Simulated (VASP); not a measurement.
Input of a VASP 6.6.1 run:

Contents of INCAR:

```
SYSTEM = Te2Mo
PREC = Accurate
ENCUT = 520
EDIFF = 1E-6
ISMEAR = -1
SIGMA = 0.05
LREAL = .False.
LASPH = .True.
NELM = 80
ALGO = Fast
ISIF = 2
LWAVE = .False.
LCHARG = .False.
LMAXMIX = 4
LDAU = .True.
LDAUTYPE = 2
LDAUL = -1 2
LDAUU = 0 8
LDAUJ = 0 0
LDAUPRINT = 1
GGA = PS
NBANDS = 64
```

Contents of KPOINTS:

```
regular mesh
0
Gamma
  7 7 1
  0 0 0
```

The input POSCAR:

```
Te2Mo
1.0
    3.5613831954      0.0000000000      0.0000000000
   -1.7806915977      3.0842483198      0.0000000000
    0.0000000000      0.0000000000     38.9902681400
Te Mo
8 4
Direct
    0.3333333333      0.6666666667      0.3282231700
    0.3333333333      0.6666666667      0.9518180900
    0.6666666667      0.3333333333      0.1400809200
    0.6666666667      0.3333333333      0.7636306700
    0.6666666667      0.3333333333      0.0481819100
    0.6666666667      0.3333333333      0.6717768300
    0.3333333333      0.6666666667      0.2363693300
    0.3333333333      0.6666666667      0.8599190800
    0.6666666667      0.3333333333      0.2823380000
    0.6666666667      0.3333333333      0.9058588400
    0.3333333333      0.6666666667      0.0941411600
    0.3333333333      0.6666666667      0.7176620000
```

Potentials or basis: VASP PAW PBE potentials, release 64 (Te, Mo_sv).

Run with:

```console
$ cat potpaw_PBE.64/Te/POTCAR potpaw_PBE.64/Mo_sv/POTCAR > POTCAR
$ mpirun -np 1 vasp_std > vasp.out
```

Question: Estimate the largest force.

Answer: 0.352 eV/Å.

Question: Estimate the band gap on the k mesh.

Answer: 1.11 eV, indirect (least direct gap 1.23 eV).

Forces in eV/Å, atoms in the order of the input:
```
Te   0.000  0.000  0.295
Te   0.000  0.000  0.343
Te   0.000  0.000  0.352
Te   0.000  0.000  0.345
Te   0.000  0.000 -0.343
Te   0.000  0.000 -0.295
Te   0.000  0.000 -0.345
Te   0.000  0.000 -0.352
Mo   0.000  0.000 -0.015
Mo   0.000  0.000  0.008
Mo   0.000  0.000 -0.008
Mo   0.000  0.000  0.015
```

Caveat: the PAW data sets were made with another functional, which shifts forces and pressure a little; spin-orbit coupling is left out, which moves the levels of the heavy elements; the U is typed as a test and isn't derived for this compound.
